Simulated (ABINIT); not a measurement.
Planning a run of ABINIT 10.8.3 on KI (Fm-3m). The input:

```
acell 3*1.0 Angstrom
rprim 
  0.000000000000 3.532775000000 3.532775000000
  3.532775000000 0.000000000000 3.532775000000
  3.532775000000 3.532775000000 -0.000000000000
ntypat 2
znucl 19 53
natom 2
typat 1 2
xred 
  0.000000000000 0.000000000000 0.000000000000
  0.500000000000 0.500000000000 0.500000000000
pp_dirpath "pseudos"
pseudos "K.upf, I.upf"
ecut 33
ngkpt 4 4 4
nshiftk 1
shiftk 0 0 0
kptopt 1
chksymbreak 0
istwfk *1
occopt 1
irdwfk 1
optdriver 4
nband 245
gwcalctyp 0
ecutsigx 33
symsigma 1
nkptgw 1
kptgw 
  0.0000000000 0.0000000000 0.0000000000
bdgw 
  6 12
ecuteps 7
irdscr 1
ppmodel 1
indata_prefix "in"
outdata_prefix "out"
tmpdata_prefix "tmp"
```

```sh
OMP_NUM_THREADS=1 mpirun -n 8 abinit run.abi > log
```

Q: Estimate wall time and host memory on 8 MPI ranks of Intel Xeon Platinum 8488C (Sapphire Rapids), shared host.

It took 23 s; on shared hardware allow 11 s to 45 s. Peak host memory was 3.6 GiB.

[Paths, hosts, dates, memory and timing lines, banners, echoed tables and standing remarks are left out of the program output.]

[Logs are printed without paths, hosts, clocks, repeated set-up lines and the standing remarks that a program may print on its own settings, such as how far it seeks lower states.]

[Runs of the session that timed out or met a known fault of the program may be left out.]

[Hosts, paths, dates, database ids (printed as entryN), source tags and the programs' standing remarks are cut or masked in the printed files.]

[G0W0 gaps are taken among the corrected bands and points alone; a level outside them can change the order at an edge.]

[Where Ansatz stands beside ABINIT at settings called matched, ABINIT's density can come from a denser mesh and the files from another edition; pairs whose starting gaps differed by over 0.03 eV were left out, so agreement reads better than it is.]
